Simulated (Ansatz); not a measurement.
# SnO2 (Cassiterite) under changes of volume

One of the cells (11.922 Å³/atom); the others are scaled copies at fixed shape and fractional positions:

```xyz
6
Lattice="4.7380 0.0000 0.0000 0.0000 4.7380 0.0000 0.0000 0.0000 3.1865" Properties=species:S:1:pos:R:3 pbc="T T T"
Sn    2.3690    2.3690    1.5933
Sn    0.0000    0.0000    0.0000
O     3.8240    0.9140    1.5933
O     3.2830    3.2830    0.0000
O     0.9140    3.8240    1.5933
O     1.4550    1.4550    0.0000
```

```yaml
Program: Ansatz 0.2.0
Functional: revPBE
Potentials_or_basis: Ansatz PAW
Cutoff: "420 eV (not typed: the program's choice for these potentials)"
k_mesh: 6 × 6 × 8
Occupations: gaussian, width 0.05 eV
Spin: no spin polarisation
```

```tsv
volume (Å³/atom)	energy over the lowest point (meV/atom)	pressure (GPa)	gap on the mesh (eV)	largest force (eV/Å)
11.207	?	?	?	?
11.445	92.29	24.9	1.84	0.479
11.684	59.52	19.2	1.59	0.385
11.922	34.70	14.2	1.35	0.298
12.161	17.01	9.7	1.12	0.217
12.399	5.65	5.6	0.90	0.141
12.637	0.00	2.0	0.70	0.071
```

Task: What does the run at 11.207 Å³/atom give?

Result: Energy over the lowest point 133.84 meV/atom; pressure 31.1 GPa; gap on the mesh 2.10 eV; largest force 0.581 eV/Å.

Worked out: A Birch-Murnaghan fit of order 3 (a polynomial in V^(-2/3)) to the other rows has its minimum at 12.78 Å³/atom, just outside them, with B0 = V·E''(V) = 172 GPa and B' = 4.8 at fixed shape and positions, which overstates the stiffness. It gives 133.79 meV/atom at 11.207 Å³/atom, against the run's 133.84, and -dE/dV = 31.1 GPa, against 31.1. A straight line through the other rows of the gap, of slope -11.5 eV per unit of ln V (its deformation potential), extrapolates to 2.07 eV, against the run's 2.10.

Energies are extrapolated to zero smearing.

Caveats: spin-orbit coupling is left out, which moves the levels of the heavy elements; the PAW data sets come from PBE, with cores solved anew for the run's functional, which leaves a small shift of forces and pressure.
